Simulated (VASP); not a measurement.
Set up this calculation in VASP 6.6.1, as the native input.

* Task: single point
* Functional: PBEsol
* Potentials or basis: VASP PAW PBE potentials, release 64 (Ba_sv, Ti_sv, O_h)
* Cutoff: 900 eV
* k mesh: 6 × 6 × 6
* Occupations: gaussian, width 0.02 eV
* Spin: no spin polarisation
* Further INCAR settings: ALGO = Fast; EDIFF = 1e-06

The structure of BaTiO3 lies in POSCAR:

```
BaTiO3
1.0
    2.8279900000      1.6327400000      2.3174400000
   -2.8279900000      1.6327400000      2.3174400000
    0.0000000000     -3.2654800000      2.3174400000
Ba Ti O
1 1 3
Direct
    0.0002100000      0.0002100000      0.0002100000
    0.5121600000      0.5121600000      0.5121600000
    0.4886600000      0.9814000000      0.4886600000
    0.4886600000      0.4886600000      0.9814000000
    0.9814000000      0.4886600000      0.4886600000
```

The cell is a database's computed one.

These files were run (other wordings do the same):

INCAR

```
PREC     = Accurate       # precision mode
ENCUT    = 900            # plane-wave cutoff, eV
EDIFF    = 1E-6           # SCF threshold, eV
ISMEAR   = 0              # smearing method
SIGMA    = 0.02           # smearing width, eV
LREAL    = False          # projectors in reciprocal space
LASPH    = True           # aspherical terms in the spheres
NELM     = 60             # most SCF steps
ALGO     = Fast           # electronic algorithm
ISIF     = 2              # what is computed and relaxed
LWAVE    = False          # write WAVECAR
LCHARG   = True           # write CHGCAR
GGA      = PS             # functional
LELF     = True           # ELF
LVHAR    = True
```

KPOINTS

```
regular mesh
0
Gamma
  6 6 6
```

Potentials or basis: VASP PAW PBE potentials, release 64 (Ba_sv, Ti_sv, O_h).

Run with:

```bash
$ cat potpaw_PBE.64/Ba_sv/POTCAR potpaw_PBE.64/Ti_sv/POTCAR potpaw_PBE.64/O_h/POTCAR > POTCAR
$ mpirun -np 1 vasp_std > vasp.out
```

It gave:

```json
{
 "Pressure": "-0.4 GPa",
 "Largest force": "0.031 eV/Å",
 "Band gap on the k mesh": "2.28 eV, indirect (least direct gap 2.66 eV)"
}
```

Caveat: the cutoff is under 1.25 times the usual one of these potentials, so pressure, stress and relaxed cells hold a basis-set (Pulay) error; the PAW data sets were made with another functional, which shifts forces and pressure a little; spin-orbit coupling is left out, which moves the levels of the heavy elements.

Run time: 4.2 min on 1 thread of Intel(R) Xeon(R) Platinum 8559C (Emerald Rapids) (shared host), peak memory 0.35 GiB.
